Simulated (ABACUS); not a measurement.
HgSe:

```
CELL_PARAMETERS angstrom
0.00000 3.03900 3.03900
3.03900 0.00000 3.03900
3.03900 3.03900 0.00000
ATOMIC_POSITIONS crystal
Hg 0.00000 0.00000 0.00000
Se 0.75000 0.75000 0.75000
```

| Item | Value |
| --- | --- |
| Program | ABACUS 3.10.1 |
| Task | single point |
| Functional | PBE |
| Potentials or basis | PseudoDojo NC SR 0.4.1 PBE standard |
| Cutoff | 1184 eV |
| Density cutoff | 4735 eV |
| Basis | plane waves |
| k mesh | 8 × 8 × 8 |
| Occupations | fermi-dirac, width 0.05 eV |
| Spin | no spin polarisation |

On this cell: pressure 4.6 GPa; largest force zero by symmetry; band gap on the k mesh none (metal or under the smearing width).

The same run follows on a disturbed copy (atoms moved at random, drawn with an rms of 0.05 Å):

```
Hg Se
1.0
     0.00000    3.03900    3.03900
     3.03900    0.00000    3.03900
     3.03900    3.03900    0.00000
Hg Se
1 1
Direct
  0.00528 0.99175 0.01093
  0.75446 0.73484 0.76053
```

Question: What does the disturbed cell give?

Answer: The energy (extrapolated to zero smearing) moves by +1.0 meV/atom; pressure 4.7 GPa; largest force 0.125 eV/Å; band gap on the k mesh none (metal or under the smearing width).

Forces on the atoms (eV/Å):
```
Hg  -0.086 -0.005 -0.090
Se   0.086  0.005  0.090
```

Stress tensor (GPa, compression positive):
```
 4.65 -0.44 -0.04
-0.44  4.66 -0.41
-0.04 -0.41  4.64
```
